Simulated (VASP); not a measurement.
## Li2S: relaxation of cell and atoms with PBEsol

Li2S:

```
CELL_PARAMETERS angstrom
0.00000 2.84450 2.84450
2.84450 0.00000 2.84450
2.84450 2.84450 0.00000
ATOMIC_POSITIONS crystal
Li 0.25000 0.25000 0.25000
Li 0.75000 0.75000 0.75000
S 0.00000 0.00000 0.00000
```

* Program: VASP 6.6.1
* Task: relaxation of cell and atoms
* Functional: PBEsol
* Potentials or basis: VASP PAW PBE potentials, release 64 (Li_sv, S)
* Cutoff: 600 eV
* k mesh: 8 × 8 × 8
* Occupations: gaussian, width 0.02 eV
* Spin: no spin polarisation
* Dipole correction: no
* Further INCAR settings: ALGO = Normal; EDIFF = 1e-06; IBRION = 2; EDIFFG = -0.005; NSW = 100; ISIF = 3

| Item | Value |
| --- | --- |
| Relaxed volume | 15.06 Å³/atom |
| Relaxed cell | a = 3.998 Å, b = 3.998 Å, c = 3.998 Å, α = 60.00°, β = 60.00°, γ = 60.00° |
| Space group after relaxing (to 0.05 Å) | Fm-3m (No. 225) |
| Energy gained by relaxing | 0.7 meV/atom |
| Ionic steps | 3 |
| Pressure after relaxing | 0.0 GPa |
| Band gap on the k mesh | 3.20 eV, indirect (least direct gap 4.23 eV) |

The path:
| step | energy change (eV) | largest force (eV/Å) | pressure (GPa) | volume (Å³) |
| --- | --- | --- | --- | --- |
| 1 | 0.0000 | 0.0000 | -0.77 | 46.03 |
| 2 | -0.0017 | 0.0000 | -0.34 | 45.54 |
| 3 | -0.0021 | 0.0000 | -0.01 | 45.18 |

Final structure:
```cif
data_structure
_symmetry_space_group_name_H-M 'P 1'
_symmetry_Int_Tables_number 1
_cell_length_a 3.9979
_cell_length_b 3.9979
_cell_length_c 3.9979
_cell_angle_alpha 60.000
_cell_angle_beta 60.000
_cell_angle_gamma 60.000
_cell_volume 45.18
loop_
_atom_site_label
_atom_site_type_symbol
_atom_site_fract_x
_atom_site_fract_y
_atom_site_fract_z
_atom_site_occupancy
Li1 Li 0.25000 0.25000 0.25000 1
Li2 Li 0.75000 0.75000 0.75000 1
S1 S 0.00000 0.00000 0.00000 1
```

Levels at points of the mesh, in eV from the valence-band top:
| k point | band 4 | band 5 | band 6 | band 7 | band 8 | band 9 |
| --- | --- | --- | --- | --- | --- | --- |
| (0.00, 0.00, 0.00) | 0.00 | 0.00 | 0.00 | 4.23 | 6.16 | 6.16 |
| (0.50, 0.00, 0.00) | -3.00 | -0.53 | -0.53 | 6.12 | 6.49 | 6.49 |
| (0.50, 0.50, 0.00) | -2.24 | -1.49 | -1.49 | 3.20 | 7.09 | 11.14 |

Run time: 19 s on 1 thread of Intel(R) Xeon(R) Platinum 8559C (Emerald Rapids) (shared host), peak memory 0.16 GiB.

Caveat: the cutoff is under 1.25 times the usual one of these potentials, so pressure, stress and relaxed cells hold a basis-set (Pulay) error; the PAW data sets were made with another functional, which shifts forces and pressure a little. A k mesh can miss the band edges.
